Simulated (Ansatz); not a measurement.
In doubt: masses and optical values from hybrid runs of this build are listed as unsure (in some of the runs), which bears on the screening that GW takes from such a start.

The crystal is ZrSe2/ZrSe2 (1T multilayer).

The cell holds 6 atoms: 2 Zr and 4 Se. Cell: a = 3.713 Å, b = 3.713 Å, c = 41.400 Å, α = 90.0°, β = 90.0°, γ = 120.0°. Regions: layer 1 (ZrSe2), 3 atoms (1 Zr and 2 Se); layer 2 (ZrSe2), 3 atoms (1 Zr and 2 Se). Vacuum lies along c.

```xyz
6
Lattice="3.7126 0.0000 0.0000 -1.8563 3.2152 0.0000 0.0000 0.0000 41.4000" Properties=species:S:1:pos:R:3
Zr    0.0000    0.0000   17.7248
Se    0.0000    2.1435   19.2972
Se    1.8563    1.0717   16.1600
Zr    0.0000    0.0000   23.6752
Se    0.0000    2.1435   25.2400
Se    1.8563    1.0717   22.1028
```

The structure was relaxed with LDA. The runs that relaxed it are not among those shown.

Gaps computed with Ansatz 0.2.0 without a self-energy: HSE06 0.88 eV and LDA 0.21 eV.

Estimate the G0W0@HSE06 gap with 6×6×1 mesh, 273 empty bands, screening to 39 eV, PAW set soft_1 files.

About 1.10 eV: on its mesh the run moves the gap from 0.88 eV by +0.22 eV. Among the scalar-relativistic levels given, HSE06 is nearest (−0.22 eV). Bands and cutoff are finite, so the gap is not at the basis limit. The miss can reach some tenths of an eV and take either sign; the mesh is an error of its own. Mesh or cutoff lie under what a gap needs, so these runs test behaviour and cost; their gaps are not to be quoted. The mesh in the plane is coarse for a sheet; gap and any exciton binding can still move on denser ones. The many-body steps are scalar-relativistic: spin-orbit coupling is not in them.

[Paths, hosts, dates, memory and timing lines, banners, echoed tables and standing remarks are left out of the program output.]

[Logs are printed without paths, hosts, clocks, repeated set-up lines and the standing remarks that a program may print on its own settings, such as how far it seeks lower states.]

[Runs of the session that timed out or met a known fault of the program may be left out.]

[Cells called generated may have been cut or substituted from an entry of the Crystallography Open Database or the Materials Project.]

[Hosts, paths, dates, database ids (printed as entryN), source tags and the programs' standing remarks are cut or masked in the printed files.]
